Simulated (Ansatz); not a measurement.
## Cu under changes of volume

One of the cells (11.810 Å³/atom); the others are scaled copies at fixed shape and fractional positions:

```
CELL_PARAMETERS angstrom
0.00000 1.80750 1.80750
1.80750 0.00000 1.80750
1.80750 1.80750 0.00000
ATOMIC_POSITIONS crystal
Cu 0.00000 0.00000 0.00000
```

* Program: Ansatz 0.2.0
* Functional: PBE
* Dispersion: D3(BJ)
* Potentials or basis: Ansatz PAW
* Cutoff: 420 eV (not typed: the program's choice for these potentials)
* k mesh: 13 × 13 × 13
* Occupations: fermi-dirac, width 0.05 eV
* Spin: no spin polarisation

```tsv
volume (Å³/atom)	energy over the lowest point (meV/atom)	pressure (GPa)
11.102	1.93	3.2
11.338	0.00	-0.5
11.574	3.13	-3.7
11.810	10.75	-6.6
12.047	22.31	-9.1
12.283	?	?
12.519	55.45	-13.2
```

Q: What does the run at 12.283 Å³/atom give?

A: Energy over the lowest point 37.35 meV/atom; pressure -11.3 GPa.

Worked out: A Birch-Murnaghan fit of order 3 (a polynomial in V^(-2/3)) to the other rows has its minimum at 11.31 Å³/atom with B0 = V·E''(V) = 167 GPa and B' = 5.0. It gives 37.35 meV/atom at 12.283 Å³/atom, against the run's 37.35, and -dE/dV = -11.3 GPa, against -11.3.

Energies are extrapolated to zero smearing.

Caveats: pairwise dispersion overbinds metals, which lowers pressure and volume.
